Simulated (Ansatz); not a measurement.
## ZnCu (Pm-3m), stationary points along a deformation path

Method: DFT PBE, scalar-relativistic, plane waves, PAW (Ansatz 0.2.0). Cutoff 420 eV, Γ-centred 18×18×18 k-points, Gaussian smearing of 0.15 eV. No spin polarisation. Energies are free energies at this smearing, counted from the undisturbed cell; pressure is positive in compression.

The undisturbed cell (as given, not relaxed at this level; it stands at 2.4 GPa, and it needn't be the usual structure):

```
CELL_PARAMETERS angstrom
2.94500 0.00000 0.00000
0.00000 2.94500 0.00000
0.00000 0.00000 2.94500
ATOMIC_POSITIONS crystal
Zn 0.50000 0.50000 0.50000
Cu 0.00000 0.00000 0.00000
```

At fixed volume and fractional coordinates, lengths along (0.000, 0.000, 1.000) are scaled against those across it; ρ is that ratio over its starting value. V = 12.771 Å³/atom. Δσ is the stress along the axis less the mean stress across it (compression positive).

```
    ρ  ΔE (meV/atom)  Δσ (GPa) space group
0.650          440.1     62.00       P4/mmm
0.707          219.6     37.46       P4/mmm
0.780           77.2     18.95       P4/mmm
0.850           22.0      6.82       P4/mmm
0.920            3.8      1.91       P4/mmm
0.960            1.0      0.85       P4/mmm
1.000            0.0      0.00        Pm-3m
1.050            0.9     -0.30       P4/mmm
1.100            1.3     -0.21       P4/mmm
1.200            0.6      0.25       P4/mmm
1.300            2.1     -1.14       P4/mmm
1.414            9.3     -2.20       P4/mmm
1.500           19.0     -4.74       P4/mmm
```

How does the stress give the slope of the energy, and where is the energy stationary?

Along the path d ln(length) is 2/3 d ln ρ on the axis and −1/3 d ln ρ across it, so dE/d ln ρ = −(2/3) V Δσ: the energy falls with ρ where Δσ is positive. Δσ vanishes or changes sign at ρ = 1.000 (Pm-3m), a minimum at 0.0 meV/atom; between ρ = 1.100 and 1.200, a maximum (near 1.14 by linear interpolation); between ρ = 1.200 and 1.300, a minimum (near 1.22 by linear interpolation). Pairs of stationary points between two samples would go unseen, and could change a minimum read from distant neighbours into a maximum. At ρ = 1.000 the cell is cubic, where symmetry alone makes the stress isotropic and the slope zero.

Which shear constant sets the curvature at ρ = 1?

For a cubic crystal E/V = (2/3) C (ln ρ)² with C = C′ = (C11 − C12)/2, so Δσ = −2C ln ρ. The parabola of Δσ against ln ρ through ρ = 0.960, 1 and 1.050 gives C ≈ 7.1 GPa with the ions clamped, rough because the steps are large. It is the stress–strain coefficient at this cell's pressure of 2.4 GPa, not the zero-pressure constant.

Integrate that slope from ρ = 1 to 0.850 by the trapezoid rule.

With V/N in Å³ and 1 eV/Å³ = 160.2 GPa the slopes at ρ = 1.000, 0.960, 0.920, 0.850 are 0, -45, -102, -362 meV/atom per unit of ln ρ. The steps add 0.9 + 3.1 + 18.4 = 22.4 meV/atom, against 22.0 from the energies; the trapezoid rule misses the curvature of the slope within each step.

In a metal these slopes depend on the k mesh and the smearing.